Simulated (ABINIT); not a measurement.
# MoS2 (P6_3/mmc) in ABINIT: band structure with TB-mBJ

Aim: the band structure of MoS2 with TB-mBJ.

Everything below comes from runs of ABINIT 10.8.3 (patched build). Logs are shortened: lines on timing, memory, paths and dates and some standing lists are left out, and cuts for length are marked. The log counts tension as positive stress, the text compression.

**The experiment to reproduce.**

From “Multiwavelength excitation Raman Scattering Analysis of bulk and 2 dimensional MoS2: Vibrational properties of atomically thin MoS2 layers”, 2015, arxiv:1506.03228, for a bulk crystal of MoS2 at 300 K: band gap 1.3 eV (indirect).

The runs below are set against these values where they give the same quantity.

### 1 The crystal as given

It takes space group P6_3/mmc (No. 194, hexagonal). The conventional cell has a = 3.169 Å, b = 3.169 Å, c = 12.324 Å, α = 90.00°, β = 90.00°, γ = 120.00°. Mo (site symmetry -6m2) is surrounded by 6 S at 2.41 Å. Around S (site symmetry 3m) lie 3 Mo at 2.41 Å.

### 2 Band structure, TB-mBJ

The input, run.abi:

```
# Datasets: ground state, then fixed potential
ndtset 2

# Pseudopotentials
pp_dirpath "./"
pseudos "Mo.LDA_PW-JTH.xml, S.LDA_PW-JTH.xml"

# Structure
acell 3*1.0 Angstrom
rprim
     3.1690000000     0.0000000000     0.0000000000
    -1.5845000000     2.7444345046     0.0000000000
     0.0000000000     0.0000000000    12.3240000000
ntypat 2
znucl 42 16
natom 6
typat 1 1 2 2 2 2
xred
     0.6666666667     0.3333333333     0.7500000000
     0.3333333333     0.6666666667     0.2500000000
     0.6666666667     0.3333333333     0.3770000000
     0.3333333333     0.6666666667     0.8770000000
     0.6666666667     0.3333333333     0.1230000000
     0.3333333333     0.6666666667     0.6230000000

# Plane-wave basis
ecut 24.0
pawecutdg 46.0

# Exchange and correlation
ixc -208012
usekden 1
pawxcdev 0

# Bands and occupations
occopt 3
tsmear 0.05 eV

# SCF cycle
nstep 100
diemix 0.3
optforces 0
optstress 0

# Output
iomode 3
prtwf 0
prteig 0
prtebands 0
enunit 1
prtden1 1
prtkden1 1
prtvha1 1
prtvclmb1 1
prtpot1 1

# Dataset 1
kptopt1 1
ngkpt1 8 8 3
nshiftk1 1
shiftk1 0.0 0.0 0.0
nband1 32
tolvrs1 1.0e-7

# Dataset 2: bands along G-M-K-G-A-L-H-A
iscf2 -2
getden2 1
getkden2 1
nband2 38
nbdbuf2 4
tolwfr2 1.0e-11
kptopt2 -7
ndivsm2 5
prteig2 1
prtvol2 -3
kptbounds2
     0.0000000000     0.0000000000     0.0000000000
     0.5000000000     0.0000000000     0.0000000000
     0.3333333333     0.3333333333     0.0000000000
     0.0000000000     0.0000000000     0.0000000000
     0.0000000000     0.0000000000     0.5000000000
     0.5000000000     0.0000000000     0.5000000000
     0.3333333333     0.3333333333     0.5000000000
     0.0000000000     0.0000000000     0.5000000000
```

Potentials or basis: JTH PAW LDA v2.0.

On the command line:

```
$ mpirun --bind-to none -np 4 abinit run.abi > log 2>&1
```

run.abo:

```text
.Version 10.8.3 of ABINIT
 DATASET    1 : space group P6_3/m m c (#194); Bravais hP (primitive hexag.)
================================================================================
 Values of the parameters that define the memory need for DATASET  1.
     intxc =       0    ionmov =       0      iscf =       7    lmnmax =      18
     lnmax =       6     mgfft =     108  mpssoang =       3    mqgrid =    7111
     natom =       6  nloc_mem =       2    nspden =       1   nspinor =       1
    nsppol =       1      nsym =      24    n1xccc =       1    ntypat =       2
    occopt =       3   xclevel =       2
       mpw =        4132          nfft =       97200          nkpt =          20
Pmy_natom=         2
 PAW method is used; the additional fine FFT grid is defined by:
   mgfftf=       144    nfftf =    230400
================================================================================
================================================================================

 DATASET    2 : space group P6_3/m m c (#194); Bravais hP (primitive hexag.)
================================================================================
 Values of the parameters that define the memory need for DATASET  2.
     intxc =       0    ionmov =       0      iscf =      -2    lmnmax =      18
     lnmax =       6     mgfft =     108  mpssoang =       3    mqgrid =    7111
     natom =       6  nloc_mem =       2    nspden =       1   nspinor =       1
    nsppol =       1      nsym =      24    n1xccc =       1    ntypat =       2
    occopt =       3   xclevel =       2
       mpw =        4131          nfft =       97200          nkpt =         128
Pmy_natom=         2
 PAW method is used; the additional fine FFT grid is defined by:
   mgfftf=       144    nfftf =    230400
================================================================================
================================================================================

--------------------------------------------------------------------------------
------------- Echo of variables that govern the present computation ------------
--------------------------------------------------------------------------------
 -outvars: echo values of preprocessed input variables --------
            acell      1.8897261259E+00  1.8897261259E+00  1.8897261259E+00 Bohr
              amu      9.59400000E+01  3.20660000E+01
           diemix      3.00000000E-01
             ecut      2.40000000E+01 Hartree
           enunit           1
           getden1          0
           getden2          1
          getkden1          0
          getkden2          1
             iscf1          7
             iscf2         -2
              ixc     -208012
           jdtset        1    2
           kptopt1          1
           kptopt2         -7
         kptrlatt        8    0    0      0    8    0      0    0    3
          kptrlen1     4.79083367E+01
          kptrlen2     3.00000000E+01
            natom           6
            nband1         32
            nband2         38
           nbdbuf1          0
           nbdbuf2          4
           ndtset           2
           ndivsm1          0
           ndivsm2          5
            ngfft          30      30     108
          ngfftdg          40      40     144
             nkpt1         20
             nkpt2        128
            nstep         100
             nsym          24
           ntypat           2
           occopt           3
        optforces           0
        optstress           0
        pawecutdg      4.60000000E+01 Hartree
         pawxcdev           0
        prtebands           0
           prteig1          0
           prteig2          1
          prtkden           1
           prtpot1          1
           prtpot2          0
         prtvclmb1          1
         prtvclmb2          0
           prtvha1          1
           prtvha2          0
           prtvol1          0
           prtvol2         -3
            prtwf           0
            rprim      3.1690000000E+00  0.0000000000E+00  0.0000000000E+00
                      -1.5845000000E+00  2.7444345046E+00  0.0000000000E+00
[... 1956 lines left out ...]
)     Maximum=    5.0904E-01  at reduced coord.    0.7000    0.3750    0.7569
)     Minimum=    1.0480E-03  at reduced coord.    0.0000    0.0000    0.0000
   Integrated=    3.7082E+01
--------------------------------------------------------------------------------

--- !ResultsGS
iteration_state: {dtset: 2, }
comment   : Summary of ground state results
lattice_vectors:
- [  5.9885421,   0.0000000,   0.0000000, ]
- [ -2.9942710,   5.1862296,   0.0000000, ]
- [  0.0000000,   0.0000000,  23.2889848, ]
lattice_lengths: [   5.98854,    5.98854,   23.28898, ]
lattice_angles: [ 90.000,  90.000, 120.000, ] # degrees, (23, 13, 12)
lattice_volume:   7.2330822E+02
convergence: {deltae:  0.000E+00, res2:  0.000E+00, residm:  1.000E-11, diffor:  0.000E+00, }
etotal    :  -1.49724074E+02
entropy   :   0.00000000E+00
fermie    :   3.25762041E-01
cartesian_stress_tensor: null
pressure_GPa: null
xred      :
- [  6.6667E-01,   3.3333E-01,   7.5000E-01, Mo]
- [  3.3333E-01,   6.6667E-01,   2.5000E-01, Mo]
- [  6.6667E-01,   3.3333E-01,   3.7700E-01,  S]
- [  3.3333E-01,   6.6667E-01,   8.7700E-01,  S]
- [  6.6667E-01,   3.3333E-01,   1.2300E-01,  S]
- [  3.3333E-01,   6.6667E-01,   6.2300E-01,  S]
cartesian_forces: null
force_length_stats: {min: null, max: null, mean: null, }
...

 Integrated electronic density in atomic spheres:
 ------------------------------------------------
 Atom  Sphere_radius  Integrated_density
    1        2.20740         11.30324445
    2        2.20740         11.30324445
    3        1.90380          3.59632540
    4        1.90380          3.59632540
    5        1.90380          3.59632540
    6        1.90380          3.59632540

================================================================================

 ----iterations are completed or convergence reached----

 Mean square residual over all n,k,spin=   53.934E-13; max=  10.000E-12
 reduced coordinates (array xred) for    6 atoms
       0.666666666667      0.333333333333      0.750000000000
       0.333333333333      0.666666666667      0.250000000000
       0.666666666667      0.333333333333      0.377000000000
       0.333333333333      0.666666666667      0.877000000000
       0.666666666667      0.333333333333      0.123000000000
       0.333333333333      0.666666666667      0.623000000000

 cartesian coordinates (angstrom) at end:
    1      1.58450000000000     0.91481150153333     9.24300000000000
    2     -0.00000000000000     1.82962300306667     3.08100000000000
    3      1.58450000000000     0.91481150153333     4.64614800000000
    4     -0.00000000000000     1.82962300306667    10.80814800000000
    5      1.58450000000000     0.91481150153333     1.51585200000000
    6     -0.00000000000000     1.82962300306667     7.67785200000000
 length scales=  1.889726125908  1.889726125908  1.889726125908 bohr
              =  1.000000000000  1.000000000000  1.000000000000 angstroms
 Eigenvalues (   eV  ) for nkpt= 128  k points:
 kpt#   1, nband= 38, wtk=  1.00000, kpt=  0.0000  0.0000  0.0000 (reduced coord)
 -53.26204  -53.26204  -27.30327  -27.30318  -27.12839  -27.12839  -27.12838  -27.12838
  -6.66787   -6.41706   -5.45702   -5.05230    1.71408    2.70153    4.99159    5.10383
   5.10383    5.11784    5.11784    6.11365    6.11365    6.15858    6.15858    7.11058
   7.30452    8.32041   10.60539   10.60539   10.63992   10.63992   10.71629   10.71629
  10.88858   10.88858   14.56849   14.64606   16.79798   17.34362
 kpt#   2, nband= 38, wtk=  1.00000, kpt=  0.0227  0.0000  0.0000 (reduced coord)
 -53.26184  -53.26184  -27.30287  -27.30278  -27.13040  -27.13039  -27.12886  -27.12884
  -6.66014   -6.40948   -5.45380   -5.04979    1.72286    2.71007    4.97067    5.08662
   5.10109    5.11170    5.12610    6.07872    6.10077    6.14589    6.17043    7.12879
   7.30498    8.30628   10.59670   10.61779   10.62846   10.65527   10.70619   10.70714
  10.86352   10.88020   14.60665   14.68262   16.80519   17.32819
 kpt#   3, nband= 38, wtk=  1.00000, kpt=  0.0455  0.0000  0.0000 (reduced coord)
 -53.26125  -53.26125  -27.30166  -27.30156  -27.13637  -27.13634  -27.13021  -27.13019
  -6.63691   -6.38671   -5.44356   -5.04205    1.74895    2.73541    4.91161    5.03603
   5.05196    5.13523    5.15077    5.98345    6.06291    6.10902    6.20217    7.17287
   7.30602    8.26381   10.57430   10.59676   10.65469   10.67666   10.68074   10.70008
[... 737 lines left out ...]
   8.03372    8.03372   10.57906   10.57906   10.65163   10.65163   10.74879   10.74879
  10.78993   10.78993   14.75209   14.75209   17.13542   17.13987
 kpt# 127, nband= 38, wtk=  1.00000, kpt=  0.0128  0.0128  0.5000 (reduced coord)
 -53.26185  -53.26185  -27.30284  -27.30284  -27.13031  -27.13031  -27.12884  -27.12884
  -6.55260   -6.55260   -5.23672   -5.23672    2.13800    2.13800    5.09434    5.09434
   5.11838    5.11838    5.81176    5.81176    6.12377    6.12377    6.18977    6.18977
   8.05787    8.05787   10.60214   10.60214   10.62162   10.62162   10.79686   10.79686
  10.80736   10.80736   14.64761   14.64761   17.03777   17.03872
 kpt# 128, nband= 38, wtk=  1.00000, kpt=  0.0000  0.0000  0.5000 (reduced coord)
 -53.26204  -53.26204  -27.30323  -27.30323  -27.12840  -27.12840  -27.12840  -27.12840
  -6.55987   -6.55987   -5.23974   -5.23974    2.13014    2.13014    5.11067    5.11067
   5.11067    5.11067    5.87589    5.87589    6.13596    6.13596    6.13596    6.13596
   8.06569    8.06569   10.61030   10.61030   10.61030   10.61030   10.81417   10.81417
  10.81417   10.81417   14.61204   14.61204   17.00439   17.04251

== END DATASET(S) ==============================================================
================================================================================

 -outvars: echo values of variables after computation  --------
            acell      1.8897261259E+00  1.8897261259E+00  1.8897261259E+00 Bohr
           etotal1    -1.4972407394E+02
            fcart1     9.9999999999E+99  9.9999999999E+99  9.9999999999E+99
                       9.9999999999E+99  9.9999999999E+99  9.9999999999E+99
                       9.9999999999E+99  9.9999999999E+99  9.9999999999E+99
                       9.9999999999E+99  9.9999999999E+99  9.9999999999E+99
                       9.9999999999E+99  9.9999999999E+99  9.9999999999E+99
                       9.9999999999E+99  9.9999999999E+99  9.9999999999E+99
            rprim      3.1690000000E+00  0.0000000000E+00  0.0000000000E+00
                      -1.5845000000E+00  2.7444345046E+00  0.0000000000E+00
                       0.0000000000E+00  0.0000000000E+00  1.2324000000E+01
           strten1     9.9999999999E+99  9.9999999999E+99  9.9999999999E+99
                       9.9999999999E+99  9.9999999999E+99  9.9999999999E+99
           xangst      1.5845000000E+00  9.1481150153E-01  9.2430000000E+00
                      -1.8798140419E-17  1.8296230031E+00  3.0810000000E+00
                       1.5845000000E+00  9.1481150153E-01  4.6461480000E+00
                      -1.8798140419E-17  1.8296230031E+00  1.0808148000E+01
                       1.5845000000E+00  9.1481150153E-01  1.5158520000E+00
                      -1.8798140419E-17  1.8296230031E+00  7.6778520000E+00
             xred      6.6666666667E-01  3.3333333333E-01  7.5000000000E-01
                       3.3333333333E-01  6.6666666667E-01  2.5000000000E-01
                       6.6666666667E-01  3.3333333333E-01  3.7700000000E-01
                       3.3333333333E-01  6.6666666667E-01  8.7700000000E-01
                       6.6666666667E-01  3.3333333333E-01  1.2300000000E-01
                       3.3333333333E-01  6.6666666667E-01  6.2300000000E-01
 Calculation completed.
```

It took 10 min on 4 MPI ranks of Intel Xeon Platinum 8488C (Sapphire Rapids), shared host; peak memory 1 GiB.

What came out:

* Band gap on the k mesh: 1.22 eV, indirect (least direct gap 1.95 eV)
* Band gap along the path: 1.12 eV, indirect (least direct gap 1.68 eV)
* Valence electrons inside the program's atomic spheres: Mo 11.30; S 3.60

Levels at the corners of the path, in eV from the valence-band top:
| point | band 24 | band 25 | band 26 | band 27 | band 28 | band 29 |
| --- | --- | --- | --- | --- | --- | --- |
| Γ | -1.21 | -1.02 | 0.00 | 2.29 | 2.29 | 2.32 |
| M | -1.50 | -1.20 | -1.12 | 1.70 | 1.75 | 2.17 |
| K | -2.73 | -0.60 | -0.48 | 1.20 | 1.20 | 2.16 |
| Γ | -1.21 | -1.02 | 0.00 | 2.29 | 2.29 | 2.32 |
| A | -2.18 | -0.25 | -0.25 | 2.29 | 2.29 | 2.29 |
| L | -1.60 | -1.15 | -1.15 | 1.72 | 1.72 | 2.29 |
| H | -2.91 | -0.55 | -0.55 | 1.20 | 1.20 | 2.56 |
| A | -2.18 | -0.25 | -0.25 | 2.29 | 2.29 | 2.29 |

Caveat: the constant c of TB-mBJ comes from the pseudo density here, which moves gaps by up to 0.3 eV between sets of potentials; the PAW data sets were made with another functional, which shifts forces and pressure a little; the mesh misses the band edges, which the band path finds closer together.

### 3 Against experiment

Step 2. Against the measured gap of MoS2, 1.3 eV (indirect; 300 K; “Multiwavelength excitation Raman Scattering Analysis of bulk and 2 dimensional MoS2: Vibrational properties of atomically thin MoS2 layers”, 2015, arxiv:1506.03228), the calculated 1.12 eV is off by -0.18 eV. Spin-orbit coupling on Mo is left out. The value is that of TB-mBJ, without temperature or zero-point motion.
